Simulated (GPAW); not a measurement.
The system is KBr.

```xyz
2
Lattice="0.0000 3.3000 3.3000 3.3000 0.0000 3.3000 3.3000 3.3000 0.0000" Properties=species:S:1:pos:R:3 pbc="T T T"
Br    3.3000    3.3000    3.3000
K     0.0000    0.0000    0.0000
```

Base run:

```yaml
Program: GPAW 26.7.0
Functional: PBEsol
Potentials_or_basis: PAW data sets generated in the run's folder for this functional
Cutoff: 600 eV
Basis: pw
k_mesh: 7 × 7 × 7
Occupations: fermi-dirac, width 0.05 eV
Spin: no spin polarisation
```

Its results: band gap on the k mesh 4.29 eV, direct; pressure -0.3 GPa.

Task: The run is repeated on the same cell with these changes: functional from PBEsol to BLYP. What comes out?

Result: Band gap on the k mesh 4.44 eV, direct; pressure 1.4 GPa.

BLYP binds less tightly than PBEsol, so the same cell stands under more pressure.
